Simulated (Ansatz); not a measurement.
Results of LDA in Ansatz (plane waves, PAW) for rock-salt LiI.

Settings: plane-wave cutoff 520 eV, 10×10×10 k mesh, Fermi–Dirac smearing 0.01 eV, scalar-relativistic PAW data made under PBE.

Properties against volume:

| V (Å³/atom) | P (GPa) | direct gap at Γ (eV) | smallest gap on the k mesh (eV) |
|---|---|---|---|
| 22.982 | 1.83 | 4.828 | 4.296 |
| 23.471 | 1.15 | 4.714 | 4.293 |
| 23.960 | 0.54 | 4.608 | 4.291 |
| 24.449 | 0.00 | 4.507 | 4.287 |
| 24.938 | -0.49 | 4.412 | 4.284 |
| 25.427 | -0.92 | 4.323 | 4.279 |
| 25.916 | -1.32 | 4.238 | 4.224 |

The fundamental gap (4.29 eV at the equilibrium volume, with added k points) lies elsewhere than Γ–Γ.

Measured, for comparison: band gap 6.4 eV (temperature not stated, not corrected to a static lattice, sources range from 6.10 to 6.40; as tabulated in Aguado et al. (1998), arXiv:cond-mat/9809176).

Spin–orbit coupling is not included; with these elements it can move the gap by several tenths of an eV or more.

Ansatz is a quantum-chemistry and plane-wave program.
